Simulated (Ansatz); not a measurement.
**What DFT gives for TiPbO3**

```xyz
5
Lattice="3.9975 0.0000 0.0000 0.0000 3.9975 0.0000 0.0000 0.0000 3.9975" Properties=species:S:1:pos:R:3 pbc="T T T"
Pb    0.0000    0.0000    0.0000
Ti    1.9988    1.9988    1.9988
O     0.0000    1.9988    1.9988
O     1.9988    0.0000    1.9988
O     1.9988    1.9988    0.0000
```

Single point in Ansatz 0.2.0 with m-r2SCAN, no spin polarisation. Cutoff 500 eV, PAW datasets, 7×7×7 Γ-centred k mesh, fermi-dirac filling (width 0.1 eV).

Question: What is the band gap?

Answer: The gap is 1.97 eV, indirect (the least direct gap found is 1.97 eV). A semilocal functional usually gives too small a gap.

Question: How is the charge shared?

Answer: Bader charges in e: Ti +2.34, Pb +1.45, O -1.26. In the mean Ti gives up most and O takes most.

Question: What is the character of the valence top and the conduction bottom?

Answer: Within 0.7 eV of the edges, the states project mainly on O p (90 %) below the gap and on Ti d (90 %) above it.

Question: Is the cell too large or too small?

Answer: The pressure is -8.2 GPa (compression positive), so with the atoms held at these fractions the cell would first shrink.

Origin: a database entry at a rescaled volume. Caveats: no spin-orbit coupling, which can shift this gap by tenths of an eV; the mesh misses a band edge that the path finds; m-r2SCAN is r2SCAN with a changed spin dependence that lowers moments.
